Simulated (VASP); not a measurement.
# HfB (Fm-3m) in VASP: a series of runs, part 2 of 2

VASP 6.6.1. The steps go on from the part before.

### Step 5. Single point, PBEsol

Input file run.py:

```python
from ase import Atoms
from ase.calculators.vasp import Vasp
from ase.dft.bandgap import bandgap

atoms = Atoms(
    ['Hf', 'B'],
    cell=[[0.0, 2.31, 2.31], [2.31, 0.0, 2.31], [2.31, 2.31, 0.0]],
    scaled_positions=[[0.5, 0.5, 0.5], [0.0, 0.0, 0.0]],
    pbc=True,
)
calc = Vasp(
    directory='calc',
    xc='pbesol',
    pp='PBE',
    setups='materialsproject',
    prec='Accurate',
    encut=520,
    ediff=1e-06,
    ismear=0,
    sigma=0.1,
    lreal=False,
    lasph=True,
    nelm=100,
    algo='Normal',
    isif=2,
    lwave=False,
    lcharg=False,
    kpts=[10, 10, 10],
    gamma=True,
)
atoms.calc = calc

print('energy (eV):', atoms.get_potential_energy())
print('free energy (eV):', atoms.get_potential_energy(force_consistent=True))
print('forces (eV/A):')
print(atoms.get_forces())
print('stress (eV/A^3, Voigt):', atoms.get_stress())
print('Fermi level (eV):', calc.get_fermi_level())
gap, top, bottom = bandgap(calc)
print('band gap (eV):', gap, 'from (spin, k, band)', top, 'to', bottom)
```

Potentials or basis: VASP PAW PBE potentials, release 64 (Hf_pv, B).

Command:

```console
python run.py
```

What it wrote:

```text
energy (eV): -18.20046704
free energy (eV): -18.20383724
forces (eV/A):
[[-0. -0.  0.]
 [ 0.  0. -0.]]
stress (eV/A^3, Voigt): [-0.15132865 -0.15132865 -0.15132865 -0.          0.          0.        ]
Fermi level (eV): 4.97036023
band gap (eV): 0.0 from (spin, k, band) (None, None, None) to (None, None, None)
```

OUTCAR:

```text
ENCUT = 520.000000
   EDIFF = 1.00e-06
   GGA = PS
   PREC = Accurate
   ISIF = 2
   ISMEAR = 0
   NELM = 100
   LASPH = .TRUE.
   LREAL = .FALSE.

 ion  position               nearest neighbor table
   1  0.500  0.500  0.500-   2 2.31   2 2.31   2 2.31   2 2.31   2 2.31   2 2.31
   2  0.000  0.000  0.000-   1 2.31   1 2.31   1 2.31   1 2.31   1 2.31   1 2.31

  LATTYP: Found a face centered cubic cell.
 ALAT       =     4.6200000000

  Lattice vectors:

 A1 = (   0.0000000000,   2.3100000000,   2.3100000000)
 A2 = (   2.3100000000,   0.0000000000,   2.3100000000)
 A3 = (   2.3100000000,   2.3100000000,   0.0000000000)

Analysis of symmetry for initial positions (statically):
=====================================================================
 Subroutine PRICEL returns:
 Original cell was already a primitive cell.

 Routine SETGRP: Setting up the symmetry group for a
 face centered cubic supercell.

 Subroutine GETGRP returns: Found 48 space group operations
 (whereof 48 operations were pure point group operations)
 out of a pool of 48 trial point group operations.

The static configuration has the point symmetry O_h .

Analysis of symmetry for dynamics (positions and initial velocities):
=====================================================================
 Subroutine PRICEL returns:
 Original cell was already a primitive cell.

 Routine SETGRP: Setting up the symmetry group for a
 face centered cubic supercell.

 Subroutine GETGRP returns: Found 48 space group operations
 (whereof 48 operations were pure point group operations)
 out of a pool of 48 trial point group operations.

The dynamic configuration has the point symmetry O_h .

 Subroutine INISYM returns: Found 48 space group operations
 (whereof 48 operations are pure point group operations),
 and found     1 'primitive' translations

----------------------------------------------------------------------------------------

                                     Primitive cell

  volume of cell :      24.6528

  direct lattice vectors                    reciprocal lattice vectors
     0.000000000  2.310000000  2.310000000    -0.216450216  0.216450216  0.216450216
     2.310000000  0.000000000  2.310000000     0.216450216 -0.216450216  0.216450216
     2.310000000  2.310000000  0.000000000     0.216450216  0.216450216 -0.216450216

  length of vectors
     3.266833329  3.266833329  3.266833329     0.374902772  0.374902772  0.374902772

[... 87 lines left out ...]
   ISYM   =      2    0-nonsym 1-usesym 2-fastsym
   POTIM  = 0.5000    time-step for ionic-motion
   TEBEG  =    0.0;   TEEND  =   0.0 temperature during run
   PSTRESS=    0.0 pullay stress
   NELECT =      13.0000    total number of electrons
   NUPDOWN=      -1.0000    fix difference up-down
   EMIN   =  10.00;   EMAX   =-10.00  energy-range for DOS
   EFERMI =   0.00;   METHOD = LEGACY
   ISMEAR =     0;   SIGMA  =   0.10  broadening in eV -4-tet -1-fermi 0-gaus
   EFERMI_NEDOS =   21; number of points for ismear=-14 and -15
   IALGO  =     38    algorithm
   IMIX   =      4    mixing-type and parameters
     AMIX     =   0.40;   BMIX     =  1.00
     AMIX_MAG =   1.60;   BMIX_MAG =  1.00
  volume/ion in A,a.u.               =      12.33        83.18
  Fermi-wavevector in a.u.,A,eV,Ry     =   1.322617  2.499383 23.800871  1.749315
  Thomas-Fermi vector in A             =   2.452285
   LORBIT       =      0    0 simple, 1 ext, 2 COOP (PROOUT), +10 PAW based schemes
   GGA     = PS    functional components
   LHFCALC =     F    Hartree Fock is set to
   AEXX    =    0.0000 exact exchange contribution
   IVDW    =     0    specifies the selected vdW correction
   LEPSILON=     F    determine dielectric tensor
   LRPA    =     F    only Hartree local field effects (RPA)
 non-spin polarized calculation
 Gauss-broadening in eV      SIGMA  =   0.10
  energy-cutoff  :      520.00
  volume of cell :       24.65
 maximum number of plane-waves:       678
   NGX = 13   NGY = 13   NGZ = 13

 number of electron      13.0000002 magnetization

 Free energy of the ion-electron system (eV)
  ---------------------------------------------------
  ext. energy  EPLUGINS =         0.00000000
  ---------------------------------------------------
  free energy    TOTEN  =       -18.20383724 eV

  energy without entropy =      -18.19709684  energy(sigma->0) =      -18.20046704

 E-fermi :   4.9704     XC(G=0): -12.4034

 val. band max:        4.9379916184   @ k =  -0.2000   0.1000   0.0000
 cond. band min:       4.9935338538   @ k =   0.5000   0.3000   0.1000
 fundamental gap:      0.0555422354
 Fermi energy:         4.9703602312

 k-point     1 :       0.0000    0.0000    0.0000
  band No.  band energies     occupation
      1     -23.2477      2.00000
      2     -23.2477      2.00000
      3     -23.2477      2.00000
      4      -4.5699      2.00000
      5       7.1514      0.00000
      6       7.1514      0.00000
      7       7.1514      0.00000
      8       8.9868      0.00000
      9       8.9868      0.00000
     10       8.9868      0.00000
[... 287 lines left out ...]
 k-point    24 :       0.4000    0.3000    0.0000
  band No.  band energies     occupation
      1     -23.7980      2.00000
      2     -23.4711      2.00000
      3     -23.4480      2.00000
      4      -1.5990      2.00000
      5       2.8424      2.00000
      6       4.1835      2.00000
      7       6.3567      0.00000
      8       7.1703      0.00000
      9      11.3334      0.00000
     10      12.9628      0.00000

 [... further k-points ...]

------------------------ aborting loop because EDIFF is reached ----------------------------------------

  FORCE on cell =-STRESS in cart. coord.  units (eV):
  Direction    XX          YY          ZZ          XY          YZ          ZX
  --------------------------------------------------------------------------------------
  -------------------------------------------------------------------------------------
  Total        3.7306705      3.7306705      3.7306705      0.0000000      0.0000000     -0.0000000
  in kB      242.4552227    242.4552227    242.4552227      0.0000000      0.0000000     -0.0000000
  external PRESSURE =     242.4552227 kB  Pullay stress =       0.0000000 kB

 VOLUME and BASIS-vectors are now :
 -----------------------------------------------------------------------------
  energy-cutoff  :      520.00
  volume of cell :       24.65
      direct lattice vectors                 reciprocal lattice vectors
     0.000000000  2.310000000  2.310000000    -0.216450216  0.216450216  0.216450216
     2.310000000  0.000000000  2.310000000     0.216450216 -0.216450216  0.216450216
     2.310000000  2.310000000  0.000000000     0.216450216  0.216450216 -0.216450216

 POSITION                                       TOTAL-FORCE (eV/Angst)
 -----------------------------------------------------------------------------------
      2.31000      2.31000      2.31000        -0.000000     -0.000000      0.000000
      0.00000      0.00000      0.00000         0.000000      0.000000     -0.000000
 -----------------------------------------------------------------------------------
    total drift:                               -0.000000     -0.000000      0.000000

  FREE ENERGIE OF THE ION-ELECTRON SYSTEM (eV)
  ---------------------------------------------------
  free  energy   TOTEN  =       -18.2038372373 eV

  energy  without entropy=      -18.1970968436  energy(sigma->0) =      -18.20046704
```

INCAR:

```text
ENCUT = 520.000000
SIGMA = 0.100000
EDIFF = 1.00e-06
ALGO = Normal
GGA = PS
PREC = Accurate
ISIF = 2
ISMEAR = 0
NELM = 100
LASPH = .TRUE.
LCHARG = .FALSE.
LWAVE = .FALSE.
LREAL = .FALSE.
```

It took 11 s on 1 thread of Intel Xeon Platinum 8488C (Sapphire Rapids), shared host; peak memory 0.14 GiB.

What came out:

```
Free energy            : -18.2038 eV
Pressure               : 24.2 GPa
Band gap on the k mesh : none (metal or under the smearing width)
```

Levels at points of the mesh, in eV from the Fermi level:
| k point | band 5 | band 6 | band 7 | band 8 | band 9 | band 10 |
| --- | --- | --- | --- | --- | --- | --- |
| (0.00, 0.00, 0.00) | 2.18 | 2.18 | 2.18 | 4.02 | 4.02 | 4.02 |
| (0.50, 0.00, 0.00) | -3.97 | -1.35 | -1.35 | 6.54 | 6.54 | 7.59 |
| (0.50, 0.50, 0.00) | -1.12 | -0.87 | 2.42 | 2.42 | 6.26 | 7.91 |

Caveat: so large a pressure means that the cell lies far from this level's equilibrium, or that cutoff or potentials fall short; the potentials were made for another functional, which shifts forces and pressure.

### Step 6. Overview

| task | level | potentials or basis | cell | k mesh | cutoff (eV) | smearing | target pressure | mesh quality | gap on the mesh (eV) | pressure (GPa) |
| --- | --- | --- | --- | --- | --- | --- | --- | --- | --- | --- |
| relaxation of cell and atoms | LDA | VASP PAW LDA potentials, release 64 (Hf_pv, B) | relaxed to 30 GPa | 10 × 10 × 10 | 600 | fermi-dirac 0.05 eV | 30 GPa | not flagged | none | 30.0 |
| single point | PBE | VASP PAW PBE potentials, release 64 (Hf_sv_GW, B_GW) | as given | 5 × 5 × 5 | 450 | gaussian 0.02 eV | - | coarse | none | 31.2 |
| single point | PBEsol | VASP PAW PBE potentials, release 64 (Hf_pv, B) | as given | 10 × 10 × 10 | 520 | gaussian 0.1 eV | - | not flagged | none | 24.2 |

Alike in all rows: no spin polarisation.

Caveats: some runs use coarse meshes; the cell is relaxed towards a set pressure, so the enthalpy falls and the energy may rise (some runs); a pressure of tens of GPa on the cell as given is suspect, and the run, the potentials or the cell itself is likely at fault (some runs); so large a pressure means that the cell lies far from this level's equilibrium, or that cutoff or potentials fall short (some runs); the potentials were made for another functional, which shifts forces and pressure (some runs).

Total energies depend on the potentials used, so only differences within one code and one set of settings carry meaning.
